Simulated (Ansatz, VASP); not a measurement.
# One calculation of MoS2, two programs

```xyz
6
Lattice="3.0982 0.0000 0.0000 -1.5491 2.6831 0.0000 0.0000 0.0000 11.5721" Properties=species:S:1:pos:R:3 pbc="T T T"
Mo    0.0000    1.7887    2.8930
Mo    1.5491    0.8944    8.6791
S     0.0000    1.7887    7.1140
S     1.5491    0.8944    1.3279
S     0.0000    1.7887   10.2442
S     1.5491    0.8944    4.4582
```

Alike in both runs: functional PBEsol; k mesh 9 × 9 × 2; occupations gaussian, width 0.1 eV; no spin polarisation.

Ansatz relaxed the structure, and its values are those at the end. VASP's run is a single point on that final structure, the one shown.

|  | VASP | Ansatz |
| --- | --- | --- |
| version | VASP 6.6.1 | Ansatz 0.2.0 |
| potentials or method | VASP PAW PBE potentials, release 64 (Mo_sv, S) | scalar-relativistic, plane waves, PAW |
| plane-wave cutoff (eV) | 520 | 420 |
| valence electrons in the cell | 52 | 52 |

|  | VASP | Ansatz | Ansatz less VASP |
| --- | --- | --- | --- |
| gap on the k mesh at the Fermi level (eV) | 0.58 | 0.56 | -0.021 |
| least direct gap on the mesh (eV) | 1.82 | 1.82 | -0.005 |
| pressure (GPa) | 5.5 | 5.5 | 0.00 |
| rms of the force components (eV/Å) | 0.019 | 0.017 | -0.0021 |

With one functional, cell and mesh, what is left measures potentials, basis and numerics.

Caveats: the PAW data sets were made with another functional, which shifts forces and pressure a little (VASP); an odd mesh through Γ misses points on the zone boundary, where band edges often lie. Expect the measured gap to be larger: semilocal functionals such as PBEsol lack the derivative discontinuity.
